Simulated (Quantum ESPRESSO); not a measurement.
HfC under changes of volume

One of the cells (12.568 Å³/atom); the others are scaled copies at fixed shape and fractional positions:

```xyz
2
Lattice="0.0000 2.3250 2.3250 2.3250 0.0000 2.3250 2.3250 2.3250 0.0000" Properties=species:S:1:pos:R:3 pbc="T T T"
Hf    2.3250    2.3250    2.3250
C     0.0000    0.0000    0.0000
```

```yaml
Program: Quantum ESPRESSO 7.5
Functional: PBEsol
Potentials_or_basis: GBRV 1.5 PBEsol
Cutoff: 612 eV
Density_cutoff: 4898 eV
k_mesh: 10 × 10 × 10
Occupations: fermi-dirac, width 0.05 eV
Spin: no spin polarisation
```

| volume (Å³/atom) | energy over the lowest point (meV/atom) | pressure (GPa) |
| --- | --- | --- |
| 11.814 | 13.31 | 9.7 |
| 12.065 | 2.25 | 3.8 |
| 12.317 | 0.00 | -1.5 |
| 12.568 | 5.71 | -6.3 |
| 12.819 | 18.55 | -10.6 |
| 13.071 | 37.92 | -14.5 |
| 13.322 | ? | ? |

Q: What does the run at 13.322 Å³/atom give?

A: Energy over the lowest point 63.08 meV/atom; pressure -18.0 GPa.

Worked out: A Birch-Murnaghan fit of order 3 (a polynomial in V^(-2/3)) to the other rows has its minimum at 12.26 Å³/atom with B0 = V·E''(V) = 253 GPa and B' = 4.1. It gives 63.02 meV/atom at 13.322 Å³/atom, against the run's 63.08, and -dE/dV = -17.7 GPa, against -18.0.

Energies are extrapolated to zero smearing.
